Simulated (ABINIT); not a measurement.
Set up this calculation in ABINIT 10.8.3 (patched build), as the native input.

```
Task                : single point
Functional          : r2SCAN
Potentials or basis : JTH PAW PBE v2.0
Cutoff              : 653 eV
k mesh              : 17 × 17 × 17
Occupations         : fermi-dirac, width 0.05 eV
Spin                : no spin polarisation
Fine-grid cutoff    : 1251.72 eV
```

C:

```
C
1.0
     0.00000    1.78337    1.78337
     1.78337    0.00000    1.78337
     1.78337    1.78337    0.00000
C
2
Direct
  0.75000 0.75000 0.75000
  0.50000 0.50000 0.50000
```

This isn't the form of C at room conditions, which is graphite.

The input as run:

run.abi

```
# Pseudopotentials
pp_dirpath "./"
pseudos "C.GGA_PBE-JTH.xml"

# Structure
acell 3*1.0
rprim
     0.0000000000     3.3700808789     3.3700808789
     3.3700808789     0.0000000000     3.3700808789
     3.3700808789     3.3700808789     0.0000000000
ntypat 1
znucl 6
natom 2
typat 1 1
xcart
     5.0551213183     5.0551213183     5.0551213183
     3.3700808789     3.3700808789     3.3700808789

# Plane-wave basis
ecut 24.0
pawecutdg 46.0

# k points
kptopt 1
ngkpt 17 17 17
nshiftk 1
shiftk 0.0 0.0 0.0

# Exchange and correlation
ixc -497498
usekden 1
pawxcdev 0

# Bands and occupations
nband 8
occopt 3
tsmear 0.05 eV

# SCF cycle
nstep 100
tolvrs 1.0e-7

# Output
iomode 3
prtwf 0
prtden 0
prteig 0
prtebands 0
enunit 1
```

Potentials or basis: JTH PAW PBE v2.0.

Launch:

```sh
$ abinit run.abi > log 2>&1
```

Results of the run:

- Pressure: 0.9 GPa
- Band gap on the k mesh: 4.32 eV, indirect (least direct gap 5.87 eV)

Caveat: the PAW data sets were made with another functional, which shifts forces and pressure a little; an odd mesh through Γ misses points on the zone boundary, where band edges often lie; the atomic spheres overlap.

It took 54 s on 1 thread of Arm Neoverse V1, with other jobs on the host, peak memory 0.11 GiB.
